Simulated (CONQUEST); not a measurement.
# Pd (P-1) in CONQUEST: convergence with scf tolerance

Aim: find how far scf tolerance must go before the results for Pd settle, at PBEsol. This setting moves, with any that are tied to it; all else stays.

Program: CONQUEST 1.3. These are calculated values, not measurements. Logs are shortened: lines on timing, memory, paths and dates and some standing lists are left out, and cuts for length are marked.

### Step 1. The cell of the first run

The typed cell holds 2 atoms: a = 2.753 Å, b = 2.753 Å, c = 3.893 Å, α = 90.00°, β = 90.00°, γ = 90.00°.

The cell isn't the ideal one: atoms moved at random.

### Step 2. With scf tolerance 0.01

Contents of Conquest_input:

```
IO.Title Pd
IO.Coordinates coords.dat
IO.FractionalAtomicCoords T
IO.Iprint 2
IO.Iprint_init 1
General.NumberOfSpecies 1
General.PseudopotentialType hamann
AtomMove.TypeOfRun static
AtomMove.FullStress T
Grid.GridCutoff 120
DM.SolutionMethod diagon
Diag.MPMesh T
Diag.GammaCentred T
Diag.MPMeshX 7
Diag.MPMeshY 7
Diag.MPMeshZ 5
Diag.kT 0.00183747
minE.SCTolerance 0.01
SC.MaxIters 100
IO.AtomChargeOutput T
%block ChemicalSpeciesLabel
1 106.420 Pd
%endblock
```

Contents of coords.dat:

```
    5.2019751461     0.0000000000     0.0000000000
    0.0000000000     5.2019751461     0.0000000000
    0.0000000000     0.0000000000     7.3567038032
2
 -0.0247870000   0.0082780000   0.0122160000 1 T T T
  0.5166230000   0.5090450000   0.4916130000 1 T T T
```

Potentials or basis: PseudoDojo NC PBEsol, DZP, grid cutoff 120 Ha.

Started as:

```sh
$ OMP_NUM_THREADS=1 Conquest
```

Run time: 50 s. Hardware: 1 thread of Intel Xeon Platinum 8259CL at 2.50GHz (Skylake/Cascade Lake), shared host; peak memory 0.6 GiB.

What came out:

```yaml
Free_energy: -7369.1920 eV
Pressure: -237.8 GPa
Largest_force: 1.497 eV/Å
Band_gap_on_the_k_mesh: none (metal or under the smearing width)
```

### Step 3. With scf tolerance 0.001

Conquest_input, as its differences from that of step 2:

```diff
@@ -17,3 +17,3 @@
 Diag.kT 0.00183747
-minE.SCTolerance 0.01
+minE.SCTolerance 0.001
 SC.MaxIters 100
```

coords.dat is that of step 2.

Potentials or basis: PseudoDojo NC PBEsol, DZP, grid cutoff 120 Ha.

Started as:

```sh
$ OMP_NUM_THREADS=1 Conquest
```

Wall time 70 s (1 thread of Intel Xeon Platinum 8259CL at 2.50GHz (Skylake/Cascade Lake), shared host); peak memory 0.6 GiB.

Results:

```yaml
Free_energy: -7368.5568 eV
Pressure: 38.9 GPa
Largest_force: 0.795 eV/Å
Band_gap_on_the_k_mesh: none (metal or under the smearing width)
```

### Step 4. With scf tolerance 0.0001

Conquest_input, as its differences from that of step 3:

```diff
@@ -17,3 +17,3 @@
 Diag.kT 0.00183747
-minE.SCTolerance 0.001
+minE.SCTolerance 0.0001
 SC.MaxIters 100
```

coords.dat is that of step 3.

Started as:

```sh
$ OMP_NUM_THREADS=1 Conquest
```

Run time: 83 s. Hardware: 1 thread of Intel Xeon Platinum 8259CL at 2.50GHz (Skylake/Cascade Lake), shared host; peak memory 0.6 GiB.

It converged, with:

* Free energy: -7368.5202 eV
* Pressure: 1.3 GPa
* Largest force: 1.100 eV/Å
* Band gap on the k mesh: none (metal or under the smearing width)

### Step 5. With scf tolerance 1e-05

Conquest_input, as its differences from that of step 4:

```diff
@@ -17,3 +17,3 @@
 Diag.kT 0.00183747
-minE.SCTolerance 0.0001
+minE.SCTolerance 1e-05
 SC.MaxIters 100
```

coords.dat is that of step 4.

Started as:

```sh
$ OMP_NUM_THREADS=1 Conquest
```

It took 85 s on 1 thread of Intel Xeon Platinum 8259CL at 2.50GHz (Skylake/Cascade Lake), shared host; peak memory 0.6 GiB.

Results (log left out):

```
Free energy            : -7368.5202 eV
Pressure               : 1.1 GPa
Largest force          : 1.081 eV/Å
Band gap on the k mesh : none (metal or under the smearing width)
```

### Step 6. With scf tolerance 1e-06

Conquest_input, as its differences from that of step 5:

```diff
@@ -17,3 +17,3 @@
 Diag.kT 0.00183747
-minE.SCTolerance 1e-05
+minE.SCTolerance 1e-06
 SC.MaxIters 100
```

coords.dat is that of step 5.

Potentials or basis: PseudoDojo NC PBEsol, DZP, grid cutoff 120 Ha.

Started as:

```sh
$ OMP_NUM_THREADS=1 Conquest
```

Run time: 79 s. Hardware: 1 thread of Intel Xeon Platinum 8259CL at 2.50GHz (Skylake/Cascade Lake), shared host; peak memory 0.6 GiB.

Results (log left out):

```yaml
Free_energy: -7368.5202 eV
Pressure: 1.1 GPa
Largest_force: 1.075 eV/Å
Band_gap_on_the_k_mesh: none (metal or under the smearing width)
```

### Step 7. With scf tolerance 1e-07

Conquest_input, as its differences from that of step 6:

```diff
@@ -17,3 +17,3 @@
 Diag.kT 0.00183747
-minE.SCTolerance 1e-06
+minE.SCTolerance 1e-07
 SC.MaxIters 100
```

coords.dat is that of step 6.

Started as:

```sh
$ OMP_NUM_THREADS=1 Conquest
```

It took 2.3 min on 1 thread of Intel Xeon Platinum 8259CL at 2.50GHz (Skylake/Cascade Lake), shared host; peak memory 0.6 GiB.

Results (log left out):

* Free energy: -7368.5202 eV
* Pressure: 1.0 GPa
* Largest force: 1.073 eV/Å
* Band gap on the k mesh: none (metal or under the smearing width)

### Step 8. With scf tolerance 1e-08

Conquest_input, as its differences from that of step 7:

```diff
@@ -17,3 +17,3 @@
 Diag.kT 0.00183747
-minE.SCTolerance 1e-07
+minE.SCTolerance 1e-08
 SC.MaxIters 100
```

coords.dat is that of step 7.

Started as:

```sh
$ OMP_NUM_THREADS=1 Conquest
```

It took 3 min on 1 thread of Intel Xeon Platinum 8259CL at 2.50GHz (Skylake/Cascade Lake), shared host; peak memory 0.6 GiB.

The run converged. Its results:

| Quantity | Value |
| --- | --- |
| Free energy | -7368.5201 eV |
| Pressure | 1.0 GPa |
| Largest force | 1.073 eV/Å |
| Band gap on the k mesh | none (metal or under the smearing width) |

### Step 9. With scf tolerance 1e-09

Conquest_input, as its differences from that of step 8:

```diff
@@ -17,3 +17,3 @@
 Diag.kT 0.00183747
-minE.SCTolerance 1e-08
+minE.SCTolerance 1e-09
 SC.MaxIters 100
```

coords.dat is that of step 8.

Potentials or basis: PseudoDojo NC PBEsol, DZP, grid cutoff 120 Ha.

Started as:

```sh
$ OMP_NUM_THREADS=1 Conquest
```

Log:

```text
Simulation cell dimensions:     5.2020 a0 x     5.2020 a0 x     7.3567 a0

      Atomic coordinates (a0)
         Atom         X         Y         Z  Species
            1    5.0730    0.0431    0.0899        1
            2    2.6875    2.6480    3.6167        1

         Monkhorst-Pack mesh:   7 x   7 x   5 gamma-centred
        This calculation includes non-local pseudopotentials,
         with a maximum core radius of      7.49289703

    Job title: Pd
    Job to be run: static calculation

    Ground state search:
      Support functions represented with PAO basis
      1:1 PAO to SF mapping
      Non-spin-polarised electrons
      Solving for the K matrix using diagonalisation
      Using Fermi-Dirac smearing

    Integration grid size:     32 x   32 x   40

    Integration grid spacing:  0.163 a0 x 0.163 a0 x 0.184 a0

    Number of species:  1
    --------------------------------------------------------
    |   #  mass (au)  Charge (e)  SF Rad (a0)  NSF  Label  |
    --------------------------------------------------------
    |   1    106.420      18.000        7.725   19  Pd     |
    --------------------------------------------------------
          SCF tolerance:                 0.00000000
          SCF iterations:               100

    LibXC version:  6. 2. 2
    Using the GGA functional Perdew, Burke & Ernzerhof SOL
    Using the GGA functional Perdew, Burke & Ernzerhof SOL

           radial cut-off to be used is taken to be max PAO cut-off radius for this species:    7.492897

           greatest ang. mom. for making density from PAOs:  2
    Minimum blocs/proc is      640. Maximum blocs/proc is      640
    set_atom_dens: In set_atomic_density, electrons :      36.000000000000
 matrix_size & matrix_size_padH =           38          38

    Screened ion int: energy:    -220.866288409729 Ha

    new_SC_potl: Starting.  Tolerance:  0.10000E-08

    PulayMixSC: Starting Pulay mixing, A_up =  0.500 A_dn =  0.500
    PulayMixSC: Spin non-polarised calculation.
          Harris-Foulkes Energy            :      -270.811373205175471 Ha
          GroundState Energy (E-(1/2)TS)   :      -270.812092655875404 Ha
          Free Energy (E-TS)               :      -270.812812106575279 Ha
          DFT Total Energy                 :      -270.752399274918218 Ha
          Total number of electrons        :        36.000000000000043
    PulayMixSC: Pulay iteration     1 residual:              0.36498E-02
          Harris-Foulkes Energy            :      -270.787950358995829 Ha
          GroundState Energy (E-(1/2)TS)   :      -270.788708853965090 Ha
          Free Energy (E-TS)               :      -270.789467348934352 Ha
          DFT Total Energy                 :      -270.784861216790773 Ha
          Total number of electrons        :        36.000013769106893
    PulayMixSC: Pulay iteration     2 residual:              0.93988E-03
          Harris-Foulkes Energy            :      -270.786658383513497 Ha
          GroundState Energy (E-(1/2)TS)   :      -270.787411354003837 Ha
          Free Energy (E-TS)               :      -270.788164324494176 Ha
          DFT Total Energy                 :      -270.786608498277644 Ha
          Total number of electrons        :        36.000019569304875
    PulayMixSC: Pulay iteration     3 residual:              0.30399E-03
          Harris-Foulkes Energy            :      -270.786606020966985 Ha
          GroundState Energy (E-(1/2)TS)   :      -270.787363688359903 Ha
          Free Energy (E-TS)               :      -270.788121355752821 Ha
          DFT Total Energy                 :      -270.786604739874520 Ha
          Total number of electrons        :        36.000024632040621
    PulayMixSC: Pulay iteration     4 residual:              0.16418E-04
          Harris-Foulkes Energy            :      -270.786608604633557 Ha
          GroundState Energy (E-(1/2)TS)   :      -270.787365828092220 Ha
          Free Energy (E-TS)               :      -270.788123051550883 Ha
          DFT Total Energy                 :      -270.786583745414930 Ha
          Total number of electrons        :        36.000025696801721
    PulayMixSC: Pulay iteration     5 residual:              0.53055E-04
          Harris-Foulkes Energy            :      -270.786606226135291 Ha
          GroundState Energy (E-(1/2)TS)   :      -270.787363679069358 Ha
          Free Energy (E-TS)               :      -270.788121132003482 Ha
          DFT Total Energy                 :      -270.786606066383342 Ha
          Total number of electrons        :        36.000025843337006
    PulayMixSC: Pulay iteration     6 residual:              0.53234E-05
          Harris-Foulkes Energy            :      -270.786606725048955 Ha
          GroundState Energy (E-(1/2)TS)   :      -270.787364106143343 Ha
          Free Energy (E-TS)               :      -270.788121487237731 Ha
          DFT Total Energy                 :      -270.786606724833121 Ha
          Total number of electrons        :        36.000026469206801
    PulayMixSC: Pulay iteration     7 residual:              0.78015E-06
[... 10 lines left out ...]
          Total number of electrons        :        36.000026045850028
    PulayMixSC: Pulay iteration     9 residual:              0.43664E-07
          Harris-Foulkes Energy            :      -270.786606194490105 Ha
          GroundState Energy (E-(1/2)TS)   :      -270.787363572797972 Ha
          Free Energy (E-TS)               :      -270.788120951105896 Ha
          DFT Total Energy                 :      -270.786606194489593 Ha
          Total number of electrons        :        36.000026172308054
    PulayMixSC: Pulay iteration    10 residual:              0.16355E-07
          Harris-Foulkes Energy            :      -270.786606184351967 Ha
          GroundState Energy (E-(1/2)TS)   :      -270.787363562737141 Ha
          Free Energy (E-TS)               :      -270.788120941122315 Ha
          DFT Total Energy                 :      -270.786606184351001 Ha
          Total number of electrons        :        36.000026041399977
    PulayMixSC: Pulay iteration    11 residual:              0.12357E-07
          Harris-Foulkes Energy            :      -270.786606171310950 Ha
          GroundState Energy (E-(1/2)TS)   :      -270.787363549717384 Ha
          Free Energy (E-TS)               :      -270.788120928123817 Ha
          DFT Total Energy                 :      -270.786606171308051 Ha
          Total number of electrons        :        36.000026020483020
    PulayMixSC: Pulay iteration    12 residual:              0.19489E-07
          Harris-Foulkes Energy            :      -270.786606138431068 Ha
          GroundState Energy (E-(1/2)TS)   :      -270.787363516889627 Ha
          Free Energy (E-TS)               :      -270.788120895348129 Ha
          DFT Total Energy                 :      -270.786606138431125 Ha
          Total number of electrons        :        36.000025970767268
    PulayMixSC: Pulay iteration    13 residual:              0.11574E-08
          Harris-Foulkes Energy            :      -270.786606121192619 Ha
          GroundState Energy (E-(1/2)TS)   :      -270.787363499681646 Ha
          Free Energy (E-TS)               :      -270.788120878170730 Ha
          DFT Total Energy                 :      -270.786606121192563 Ha
          Total number of electrons        :        36.000025819479795
    PulayMixSC: Pulay iteration    14 residual:              0.37765E-09
    PulayMixSC: Reached SCF tolerance of  0.37765E-09 after     14 iterations
      | Number of electrons      =        36.000026
      |* band energy as 2Tr[K.H] =       -44.416564533112393 Ha
      |  screened ion-ion energy =      -220.866288409729009 Ha
      |  Ha correction           =         1.604335504000109 Ha
      |  XC correction           =        -7.108088680605318 Ha
      | GS Energy as E-(1/2)TS   =      -270.787363499681646 Ha
      | Free Energy as E-TS      =      -270.788120878170730 Ha
      |* Harris-Foulkes energy   =      -270.786606121192619 Ha
      |* DFT total energy        =      -270.786606121192563 Ha
      |  estimated accuracy      =        -0.000000000000057 Ha

    force: Forces on atoms (Ha/a0)
    force:  Atom   X              Y              Z
    force:     1   0.0119427273   0.0003108120  -0.0171179678
    force:     2  -0.0119454476  -0.0003246302   0.0170576864

    force: Maximum force :        0.01711797(Ha/a0) on atom         1 in z direction
    force: Force Residual:        0.02085083 Ha/a0
    force: Total stress:         -0.41725722     0.00108054     1.32224663 GPa
                             0.00108054    -0.99241769     0.02964235
                             1.32224663     0.02964235    -1.72909322
    force: Average pressure:      1.04625604 GPa

    force: Finished force
    get_E_and_F: Change in energy during last step of electronic optimisation:  0.17238E-07

    BIBLIOGRAPHY: Please consider citing the following references in the conquest.bib file

    CONQUEST:         Bowler2002pt, Miyazaki2004, Nakata2020
    Basis:            Bowler2019
    DM:               Bowler:2006xr
    Pseudopotentials: Hamann2013, Bowler2019
    XC references from LibXC:
```

Wall time 3 min (1 thread of Intel Xeon Platinum 8259CL at 2.50GHz (Skylake/Cascade Lake), shared host); peak memory 0.6 GiB.

Results:

| Property | Result |
| --- | --- |
| Free energy | -7368.5201 eV |
| Pressure | 1.0 GPa |
| Largest force | 1.073 eV/Å |
| Band gap on the k mesh | none (metal or under the smearing width) |

### Step 10. Result

| scf tolerance | energy less the tightest run, at zero smearing (meV/atom) | pressure (GPa) | largest force (eV/Å) | SCF cycles | CPU time (s) | peak memory (GiB) |
| --- | --- | --- | --- | --- | --- | --- |
| 0.01 | -336.46 | -237.82 | 1.497 | 1 | 50 | 0.6 |
| 0.001 | -18.30 | 38.88 | 0.795 | 2 | 70 | 0.6 |
| 0.0001 | 0.00 | 1.26 | 1.100 | 4 | 83 | 0.6 |
| 1e-05 | 0.00 | 1.08 | 1.081 | 6 | 85 | 0.6 |
| 1e-06 | -0.01 | 1.06 | 1.075 | 7 | 79 | 0.6 |
| 1e-07 | 0.00 | 1.05 | 1.073 | 9 | 140 | 0.6 |
| 1e-08 | 0.00 | 1.05 | 1.073 | 13 | 180 | 0.6 |
| 1e-09 | 0.00 | 1.05 | 1.073 | 14 | 180 | 0.6 |

Against the tightest run, the energy stays within 1 meV/atom from 0.0001 on; the pressure stays within 0.1 GPa from 1e-05 on; the largest force stays within 0.005 eV/Å from 1e-06 on. The tightest run that finished is the yardstick and may itself not be fully converged.

Caveats: the basis of atomic orbitals isn't converged, which shifts pressures, moduli and gaps.
